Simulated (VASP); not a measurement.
**Sn: relaxation of cell and atoms with PBEsol**

Crystal: Sn.

```
CELL_PARAMETERS angstrom
-2.91964 2.91964 1.59380
2.91964 -2.91964 1.59380
2.91964 2.91964 -1.59380
ATOMIC_POSITIONS crystal
Sn 0.00000 0.00000 0.00000
Sn 0.75000 0.25000 0.50000
```

| Quantity | Value |
| --- | --- |
| Program | VASP 6.6.1 |
| Task | relaxation of cell and atoms |
| Functional | PBEsol |
| Potentials or basis | VASP PAW PBE potentials, release 64 (Sn_d) |
| Cutoff | 600 eV |
| k mesh | 12 × 12 × 12 |
| Occupations | gaussian, width 0.03 eV |
| Spin | no spin polarisation |
| Further INCAR settings | ALGO = Normal; EDIFF = 1e-06; IBRION = 2; EDIFFG = -0.01; NSW = 90; ISIF = 3 |

```
Relaxed volume                         : 26.85 Å³/atom
Relaxed cell                           : a = 4.413 Å, b = 4.413 Å, c = 4.413 Å, α = 97.37°, β = 97.37°, γ = 138.01°
Space group after relaxing (to 0.05 Å) : I4_1/amd (No. 141)
Energy gained by relaxing              : 0.8 meV/atom
Ionic steps                            : 6
Pressure after relaxing                : 0.0 GPa
Band gap on the k mesh                 : none (metal or under the smearing width)
```

The path:
```tsv
step	energy change (eV)	largest force (eV/Å)	pressure (GPa)	volume (Å³)
1	0.0000	0.0000	-0.62	54.34
2	-0.0013	0.0000	0.20	53.52
3	-0.0014	0.0000	0.05	53.68
4	-0.0014	0.0000	0.03	53.69
5	-0.0015	0.0000	0.01	53.69
6	-0.0015	0.0000	0.01	53.69
```

Final structure:
```
CELL_PARAMETERS angstrom
-2.91365 2.91365 1.58113
2.91365 -2.91365 1.58113
2.91365 2.91365 -1.58113
ATOMIC_POSITIONS crystal
Sn 0.00000 0.00000 0.00000
Sn 0.75000 0.25000 0.50000
```

Levels at points of the mesh, in eV from the Fermi level:
| k point | band 11 | band 12 | band 13 | band 14 | band 15 | band 16 | band 17 | band 18 |
| --- | --- | --- | --- | --- | --- | --- | --- | --- |
| (0.00, 0.00, 0.00) | -11.23 | -3.66 | -2.02 | -2.02 | 2.93 | 6.24 | 6.24 | 6.97 |
| (0.50, 0.00, 0.00) | -6.93 | -5.43 | -2.33 | -1.74 | -1.14 | 2.23 | 2.87 | 4.73 |
| (0.50, 0.50, 0.00) | -8.97 | -8.97 | 0.58 | 0.58 | 1.55 | 1.55 | 6.11 | 6.11 |
| (0.50, 0.50, 0.50) | -7.61 | -7.61 | -4.88 | -4.88 | 5.14 | 5.14 | 9.43 | 9.43 |

Run time: 6.4 min on 1 thread of Intel(R) Xeon(R) Platinum 8259CL CPU @ 2.50GHz (Skylake/Cascade Lake), on a shared host, peak memory 0.33 GiB.

Caveat: the PAW data sets were made with another functional, which shifts forces and pressure a little.
